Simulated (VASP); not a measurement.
A run of VASP 6.6.1 is set up as follows.

File POSCAR:

```
MgB2
1.0
    3.0850000000      0.0000000000      0.0000000000
   -1.5425000000      2.6716883707      0.0000000000
    0.0000000000      0.0000000000      3.5230000000
Mg B
1 2
Direct
    0.0000000000      0.0000000000      0.0000000000
    0.6666666667      0.3333333333      0.5000000000
    0.3333333333      0.6666666667      0.5000000000
```

File INCAR.step1:

```
PREC = Accurate ; ENCUT = 520
EDIFF = 1E-5 ; ISMEAR = 0
SIGMA = 0.1 ; LREAL = F
LASPH = T ; NELM = 80
ALGO = Normal ; ISIF = 2
LWAVE = T ; LCHARG = F
NBANDS = 28 ; GGA = PE
```

The input INCAR.step2:

```
PREC = Accurate ; ENCUT = 520
EDIFF = 1E-6 ; ISMEAR = 0
SIGMA = 0.1 ; LREAL = F
LASPH = T ; NELM = 80
ALGO = Normal ; ISIF = 2
LWAVE = F ; LCHARG = F
GGA = B3 ; LHFCALC = T
AEXX = 0.2 ; AGGAX = 0.72
AGGAC = 0.81 ; ALDAC = 0.19
PRECFOCK = Normal ; IVDW = 2
LOPTICS = T ; NBANDS = 28
NEDOS = 1000 ; CSHIFT = 0.05
ISTART = 1
```

The input KPOINTS:

```
Automatic mesh
0
Gamma
  5 5 4
```

Potentials or basis: VASP PAW PBE potentials, release 64 (Mg, B).

The run is started by

```sh
$ cat potpaw_PBE.64/Mg/POTCAR potpaw_PBE.64/B/POTCAR > POTCAR
$ cp INCAR.step1 INCAR
$ mpirun -np 1 vasp_std > vasp.out
$ cp INCAR.step2 INCAR
$ mpirun -np 1 vasp_std > vasp.out
```

Task: Estimate the Hirshfeld charges.

Result: Mg +0.31; B -0.15 e.

Task: What does it give for the dispersion energy per atom?

Result: -0.560 eV.

Task: Predict the band gap on the k mesh.

Result: None (metal or under the smearing width).

Task: Estimate the pressure.

Result: -13.8 GPa.

Dielectric function (mean over the directions given):
| energy (eV) | real part | imaginary part |
| --- | --- | --- |
| 0.29 | 8.69 | 0.00 |
| 0.95 | 9.34 | 0.00 |
| 1.61 | 11.53 | 0.00 |
| 2.27 | 27.53 | 0.69 |
| 2.93 | -4.41 | 0.00 |
| 3.67 | 3.17 | 0.00 |
| 4.33 | 6.04 | 0.00 |
| 4.99 | 8.82 | 0.00 |
| 5.65 | 9.16 | 3.65 |
| 6.38 | 1.13 | 0.02 |
| 7.04 | 1.79 | 1.10 |
| 7.70 | -1.50 | 3.74 |
| 8.36 | 6.61 | 1.92 |
| 9.10 | -5.19 | 2.56 |
| 9.76 | -3.33 | 2.59 |
| 10.42 | -2.02 | 0.67 |
| 11.08 | -0.04 | 0.00 |
| 11.81 | 1.96 | 2.08 |
| 12.47 | -0.20 | 3.31 |
| 13.13 | -1.15 | 3.04 |
| 13.79 | 1.24 | 1.93 |
| 14.52 | -3.07 | 1.19 |
| 15.18 | -2.01 | 2.07 |
| 15.84 | -0.78 | 0.23 |
| 16.50 | -1.07 | 0.36 |
| 17.24 | -0.53 | 0.16 |
| 17.90 | 0.02 | 0.27 |
| 18.56 | -0.16 | 0.36 |
| 19.22 | -0.24 | 0.14 |
| 19.95 | 0.07 | 0.21 |

Caveat: the k mesh is coarse (spacing up to 0.47 Å⁻¹), so the values aren't converged, least of all with exact exchange; atom-pairwise D2, TS and ULG terms overbind metals; spectra need much finer meshes, so this one isn't converged; these spectra lack excitons; the intraband (Drude) part of a metal's response may be missing; the PAW data sets were made with another functional, which shifts forces and pressure a little; pairwise dispersion overbinds metals, which lowers pressure and volume.
